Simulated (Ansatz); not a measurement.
The system is P.

```
P
1.0
     1.72573    0.99635    3.12968
    -1.72573    0.99635    3.12968
     0.00000   -1.99270    3.12968
P
2
Direct
  0.77292 0.77292 0.77292
  0.22708 0.22708 0.22708
```

This isn't the form of P at room conditions, which is orthorhombic.

| Item | Value |
| --- | --- |
| Program | Ansatz 0.2.0 |
| Task | relaxation of cell and atoms |
| Functional | r2SCAN |
| Dispersion | D3(BJ)-ATM |
| Potentials or basis | Ansatz PAW |
| Cutoff | 500 eV (not typed: the program's choice for these potentials) |
| k mesh | 9 × 9 × 9 |
| Occupations | fermi-dirac, width 0.05 eV |
| Spin | no spin polarisation |

At the start: volume 16.14 Å³/atom.

Problem. How do energy, volume and symmetry change on relaxing?

Solution. It ends after 6 steps and the volume is 15.72 Å³/atom (-2.6 %); space group R-3m (No. 166, to 0.05 Å).

The path:
| step | energy change (eV) | largest force (eV/Å) | volume (Å³) |
| --- | --- | --- | --- |
| 1 | 0.0000 | 0.0367 | 32.29 |
| 2 | -0.0026 | 0.0387 | 31.89 |
| 3 | -0.0041 | 0.0024 | 31.38 |
| 4 | -0.0042 | 0.0091 | 31.45 |
| 5 | -0.0042 | 0.0056 | 31.45 |
| 6 | -0.0041 | 0.0056 | 31.45 |

Final structure:
```yaml
crystal:
  lattice:
    - [1.72533, 0.99612, 3.04960]
    - [-1.72533, 0.99612, 3.04960]
    - [0.00000, -1.99224, 3.04960]
  atoms:
    - { symbol: P, position: [0.77115, 0.77115, 0.77115] }
    - { symbol: P, position: [0.22885, 0.22885, 0.22885] }
```

Caveat: the plane-wave basis is chosen anew once the cell has moved, so the energies of steps on either side of that aren't comparable; pairwise dispersion overbinds metals, which lowers pressure and volume; the PAW data sets come from PBE, with cores solved anew for the run's functional, which leaves a small shift of forces and pressure.
